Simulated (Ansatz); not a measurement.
Starting structure of a cell relaxation (symmetry kept):

```
Ta N
1.0
     2.93800    0.00000    0.00000
    -1.46900    2.54438    0.00000
     0.00000    0.00000    2.88300
Ta N
1 1
Direct
  0.33333 0.66667 0.50000
  0.00000 0.00000 0.00000
```

Method: DFT PBE, scalar-relativistic, plane waves, PAW in Ansatz 0.2.0.

Cutoff 420 eV; k points 18×18×14 on the computed 2-atom cell (Γ-centred); Gaussian smearing, width 0.10 eV; no spin polarisation.

Task: What does it relax to?

Result: The volume increases by 0.15 Å³/atom to 10.92 Å³/atom, and the energy falls by 2.1 meV/atom. Final structure:
```cif
data_structure
_symmetry_space_group_name_H-M 'P-6m2'
_symmetry_Int_Tables_number 187
_cell_length_a 2.9502
_cell_length_b 2.9502
_cell_length_c 2.8978
_cell_angle_alpha 90.000
_cell_angle_beta 90.000
_cell_angle_gamma 120.000
_cell_volume 21.84
loop_
_atom_site_label
_atom_site_type_symbol
_atom_site_symmetry_multiplicity
_atom_site_Wyckoff_symbol
_atom_site_fract_x
_atom_site_fract_y
_atom_site_fract_z
_atom_site_occupancy
Ta1 Ta 1 d 0.33333 0.66667 0.50000 1
N1 N 1 a 0.00000 0.00000 0.00000 1
```

Spin–orbit coupling is left out, which can shift energies with elements as heavy as these.

This form isn't the usual stable structure of the compound.